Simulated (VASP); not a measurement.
# Input and output of a VASP PBE single-point calculation on AgCl (strained database structure)

INCAR

```
GGA = PE
LWAVE = .FALSE.
ENCUT = 520
LREAL = .FALSE.
NSW = 0
NBANDS = 26
ISMEAR = -1
PREC = Accurate
SIGMA = 0.02
LASPH = .TRUE.
ISIF = 2
IBRION = -1
NELM = 120
LCHARG = .FALSE.
EDIFF = 1E-7
```

KPOINTS

```
KPOINTS created by Atomic Simulation Environment
0
Gamma
8 8 6
0 0 0
```

KPOINTS_OPT

```
special points
10
Reciprocal
0.0000000000 0.0000000000 0.0000000000 1
-0.5000000000 0.5000000000 0.0000000000 1
-0.2781134039 0.7218865961 0.0000000000 1
0.2781134039 0.2781134039 0.0000000000 1
0.0000000000 0.0000000000 0.5000000000 1
0.2781134039 0.2781134039 0.5000000000 1
-0.2781134039 0.7218865961 0.5000000000 1
-0.5000000000 0.5000000000 0.5000000000 1
0.0000000000 0.5000000000 0.0000000000 1
0.2421880000 0.2447920000 0.0000000000 1
```

POSCAR

```
Ag Cl
 1.0000000000000000
     1.7684931790000000   -5.2737152586000002    0.0000000000000000
     1.7684931790000000    5.2737152586000002    0.0000000000000000
     0.0000000000000000    0.0000000000000000    3.9420485702999999
 Ag  Cl
   2   2
Cartesian
  1.7684931789999998  1.0603770485487207  2.9565364277250001
  1.7684931789999998 -1.0603770485487209  0.9855121425750000
  1.7684931789999998 -3.8382453495977877  0.9855121425750000
  1.7684931789999998  3.8382453495977873  2.9565364277250001
```

VASP ran with the recommended PBE PAW datasets (36 valence electrons in the cell).

Command

```
mpirun -np 1 vasp_std
```

OSZICAR

```
N       E                     dE             d eps       ncg     rms          rms(c)
DAV:   1     0.243685431150E+03    0.24369E+03   -0.17979E+04  4368   0.131E+03
DAV:   2     0.174367013776E+01   -0.24194E+03   -0.23110E+03  4960   0.295E+02
DAV:   3    -0.107620698575E+02   -0.12506E+02   -0.12417E+02  5122   0.683E+01
DAV:   4    -0.108862650310E+02   -0.12420E+00   -0.12410E+00  4952   0.743E+00
DAV:   5    -0.108878884521E+02   -0.16234E-02   -0.16233E-02  5210   0.870E-01    0.114E+01
DAV:   6    -0.104187962897E+02    0.46909E+00   -0.89202E-01  4712   0.108E+01    0.782E+00
DAV:   7    -0.104178792552E+02    0.91703E-03   -0.40007E-01  4562   0.355E+00    0.297E+00
DAV:   8    -0.104117046887E+02    0.61746E-02   -0.18765E-02  4656   0.135E+00    0.669E-01
DAV:   9    -0.104115502678E+02    0.15442E-03   -0.54481E-03  4914   0.644E-01    0.723E-02
DAV:  10    -0.104115908511E+02   -0.40583E-04   -0.14610E-04  4892   0.102E-01    0.404E-02
DAV:  11    -0.104116196882E+02   -0.28837E-04   -0.28031E-05  4528   0.420E-02    0.109E-02
DAV:  12    -0.104116210076E+02   -0.13193E-05   -0.35758E-06  5148   0.213E-02    0.345E-03
DAV:  13    -0.104116212954E+02   -0.28789E-06   -0.11480E-06  4534   0.122E-02    0.156E-03
DAV:  14    -0.104116212582E+02    0.37262E-07   -0.79132E-08  2936   0.205E-03
   1 F= -.10411621E+02 E0= -.10411621E+02  d E =-.112659E-07
       N       E                     dE             ncg
DAV:   1     0.910329786876E+04   -0.68863E+04      520
DAV:   2     0.672805860325E+04   -0.23752E+04      592
DAV:   3     0.661209034713E+04   -0.11597E+03      612
DAV:   4     0.661100367082E+04   -0.10867E+01      570
DAV:   5     0.661098932473E+04   -0.14346E-01      618
DAV:   6     0.661098906061E+04   -0.26411E-03      596
DAV:   7     0.661098905465E+04   -0.59590E-05      612
DAV:   8     0.661098905452E+04   -0.13905E-06      520
DAV:   9     0.661098905451E+04   -0.72278E-08      372
```

From OUTCAR

```
k-points           NKPTS =     84   k-points in BZ     NKDIM =     84   number of bands    NBANDS=     26

   NELECT =      36.0000    total number of electrons

   dimension x,y,z NGX =    42 NGY =   42 NGZ =   30
   dimension x,y,z NGXF=    84 NGYF=   84 NGZF=   60

  energy-cutoff  :      520.00
  volume of cell :       73.53
      direct lattice vectors                 reciprocal lattice vectors
     1.768493179 -5.273715259  0.000000000     0.282726564 -0.094809821  0.000000000
     1.768493179  5.273715259  0.000000000     0.282726564  0.094809821  0.000000000
     0.000000000  0.000000000  3.942048570     0.000000000  0.000000000  0.253675210

 k-points in reciprocal lattice and weights: KPOINTS created by Atomic Simulation Env
   0.00000000  0.00000000  0.00000000       0.003
   0.12500000  0.00000000  0.00000000       0.010
   0.25000000  0.00000000  0.00000000       0.010
   0.37500000  0.00000000  0.00000000       0.010
   0.50000000  0.00000000  0.00000000       0.005
   0.12500000  0.12500000  0.00000000       0.005
   0.25000000  0.12500000  0.00000000       0.010
   0.37500000  0.12500000  0.00000000       0.010
   ...

 E-fermi :   5.8726

 k-point     1 :       0.0000    0.0000    0.0000
  band No.  band energies     occupation
      1     -10.2103      2.00000
      2      -9.3939      2.00000
      3       0.3091      2.00000
      4       1.4464      2.00000
      5       1.9762      2.00000
      6       2.0406      2.00000
      7       2.0550      2.00000
      8       2.1205      2.00000
      9       2.4760      2.00000
     10       2.5459      2.00000
     11       2.6356      2.00000
     12       2.8599      2.00000
     13       2.8817      2.00000
     14       3.2565      2.00000
     15       3.2805      2.00000
     16       3.4667      2.00000
     17       3.8647      2.00000
     18       4.1353      2.00000
     19       6.1227      0.00001
     20       8.5881      0.00000
     21      13.8666      0.00000
     22      14.0070      0.00000
     23      15.2575      0.00000
     24      15.6435      0.00000
     25      16.1005      0.00000
     26      16.7888      0.00000

 k-point     2 :       0.1250    0.0000    0.0000
  band No.  band energies     occupation
      1     -10.1334      2.00000
      2      -9.3680      2.00000
      3       0.3199      2.00000
      4       1.1604      2.00000
      5       1.3083      2.00000
      6       1.6948      2.00000
      7       1.9253      2.00000
      8       2.0717      2.00000
      9       2.4199      2.00000
     10       2.4725      2.00000
     11       2.9381      2.00000
     12       3.0734      2.00000
     13       3.1591      2.00000
     14       3.1704      2.00000
     15       3.3253      2.00000
     16       3.6786      2.00000
     17       4.1173      2.00000
     18       4.1220      2.00000
     19       6.8591      0.00000
     20       8.8956      0.00000
     21      12.9052      0.00000
     22      13.9480      0.00000
     23      15.2554      0.00000
     24      15.8137      0.00000
     25      15.9702      0.00000
     26      16.7619      0.00000

 k-point     3 :       0.2500    0.0000    0.0000
  band No.  band energies     occupation
      1      -9.9314      2.00000
      2      -9.3111      2.00000
      3       0.3326      2.00000
      4       0.4790      2.00000
      5       0.7051      2.00000
      6       0.7872      2.00000
      7       1.4185      2.00000
      8       1.9905      2.00000
      9       2.4397      2.00000
     10       2.8014      2.00000
     11       2.9052      2.00000
     12       3.0590      2.00000
     13       3.3191      2.00000
     14       3.3964      2.00000
     15       3.9151      2.00000
     16       4.1828      2.00000
     17       4.1855      2.00000
     18       4.7853      2.00000
     19       8.1159      0.00000
     20       9.5796      0.00000
     21      11.4206      0.00000
     22      13.8141      0.00000
     23      14.1259      0.00000
     24      15.4526      0.00000
     25      15.7768      0.00000
     26      16.5103      0.00000

 k-point     4 :       0.3750    0.0000    0.0000
  band No.  band energies     occupation
      1      -9.6917      2.00000
      2      -9.2746      2.00000
      3      -0.2638      2.00000
      4       0.0019      2.00000
      5       0.4025      2.00000
      6       0.4989      2.00000
      7       1.0233      2.00000
      8       2.0430      2.00000
      9       2.3071      2.00000
     10       2.9285      2.00000
     11       3.0746      2.00000
     12       3.1761      2.00000
     13       3.4082      2.00000
     14       3.4841      2.00000
     15       4.1098      2.00000
     16       4.3671      2.00000
     17       5.0836      2.00000
     18       5.3744      2.00000
     19       8.8093      0.00000
     20      10.2642      0.00000
     21      10.8389      0.00000
     22      12.7474      0.00000
     23      13.3351      0.00000
     24      14.5800      0.00000
     25      14.7357      0.00000
     26      16.6703      0.00000

 k-point     5 :       0.5000    0.0000    0.0000
  band No.  band energies     occupation
      1      -9.5674      2.00000
      2      -9.2786      2.00000
      3      -0.5576      2.00000
      4      -0.2277      2.00000
      5       0.3008      2.00000
      6       0.5257      2.00000
      7       0.8841      2.00000
      8       2.0686      2.00000
      9       2.2225      2.00000
     10       2.9649      2.00000
     11       3.1436      2.00000
     12       3.2237      2.00000
     13       3.4053      2.00000
     14       3.5930      2.00000
     15       4.1978      2.00000
     16       4.4701      2.00000
     17       5.5254      2.00000
     18       5.5664      2.00000
     19       8.7205      0.00000
     20      10.7216      0.00000
     21      11.0498      0.00000
     22      12.1743      0.00000
     23      13.1439      0.00000
     24      13.6081      0.00000
     25      14.3815      0.00000
     26      16.6201      0.00000

 k-point     6 :       0.1250    0.1250    0.0000
  band No.  band energies     occupation
      1      -9.9570      2.00000
      2      -9.2858      2.00000
      3       0.2742      2.00000
      4       0.5317      2.00000
      5       0.6840      2.00000
      6       0.8150      2.00000
      7       1.4735      2.00000
      8       1.9552      2.00000
      9       2.5237      2.00000
     10       2.7992      2.00000
     11       2.8679      2.00000
     12       3.2585      2.00000
     13       3.3786      2.00000
     14       3.4467      2.00000
     15       3.5754      2.00000
     16       4.1231      2.00000
     17       4.2189      2.00000
     18       4.7883      2.00000
     19       8.0638      0.00000
     20       9.4902      0.00000
     21      11.2641      0.00000
     22      13.8065      0.00000
     23      14.3124      0.00000
     24      15.5868      0.00000
     25      15.9849      0.00000
     26      16.0214      0.00000

 k-point     7 :       0.2500    0.1250    0.0000
  band No.  band energies     occupation
      1      -9.7273      2.00000
      2      -9.2397      2.00000
      3      -0.2632      2.00000
      4      -0.0318      2.00000
      5       0.3781      2.00000
      6       0.5702      2.00000
      7       1.0707      2.00000
      8       2.0131      2.00000
      9       2.4704      2.00000
     10       2.7275      2.00000
     11       3.0257      2.00000
     12       3.3527      2.00000
     13       3.4473      2.00000
     14       3.4889      2.00000
     15       3.9421      2.00000
     16       4.4346      2.00000
     17       5.0195      2.00000
     18       5.3869      2.00000
     19       8.9725      0.00000
     20      10.1209      0.00000
     21      10.3027      0.00000
     22      12.8925      0.00000
     23      13.3008      0.00000
     24      14.8489      0.00000
     25      15.1675      0.00000
     26      16.0614      0.00000

 k-point     8 :       0.3750    0.1250    0.0000
  band No.  band energies     occupation
      1      -9.5677      2.00000
      2      -9.2783      2.00000
      3      -0.6190      2.00000
      4      -0.1869      2.00000
      5       0.2990      2.00000
      6       0.6197      2.00000
      7       0.8889      2.00000
      8       2.0623      2.00000
      9       2.1520      2.00000
     10       2.8323      2.00000
     11       3.0658      2.00000
     12       3.3571      2.00000
     13       3.4096      2.00000
     14       3.5514      2.00000
     15       4.2296      2.00000
     16       4.5989      2.00000
     17       5.5121      2.00000
     18       5.5796      2.00000
     19       8.6461      0.00000
     20      10.7648      0.00000
     21      10.9898      0.00000
     22      12.1413      0.00000
     23      13.0212      0.00000
     24      13.8557      0.00000
     25      14.5115      0.00000
     26      16.7619      0.00000

 ...

  Total        4.0604348      3.4988032      3.9396024      0.0000000      0.0000000      0.0000000
  in kB       88.4730683     76.2356417     85.8402434      0.0000000      0.0000000      0.0000000
  external PRESSURE =      83.5163178 kB  Pullay stress =       0.0000000 kB

 POSITION                                       TOTAL-FORCE (eV/Angst)
 -----------------------------------------------------------------------------------
      1.76849      1.06038      2.95654         0.000000      0.021830     -0.000000
      1.76849     -1.06038      0.98551         0.000000     -0.021830     -0.000000
      1.76849     -3.83825      0.98551         0.000000      0.020740      0.000000
      1.76849      3.83825      2.95654         0.000000     -0.020740      0.000000
 -----------------------------------------------------------------------------------
    total drift:                               -0.000000     -0.000000      0.000000

  FREE ENERGIE OF THE ION-ELECTRON SYSTEM (eV)
  ---------------------------------------------------
  free  energy   TOTEN  =       -10.4116212582 eV

  energy  without entropy=      -10.4116212469  energy(sigma->0) =      -10.41162125
```

* gap between bands v and c: 0.53 eV
* least direct gap: 1.99 eV
* pressure: 8.4 GPa
* largest force: 0.02 eV/Å

Band v is the last that the valence electrons fill when counted band by band, and c is the next.

The run took about 2.5 min on one core of a shared host (Intel Xeon Platinum 8488C) and held 0.36 GiB at most.
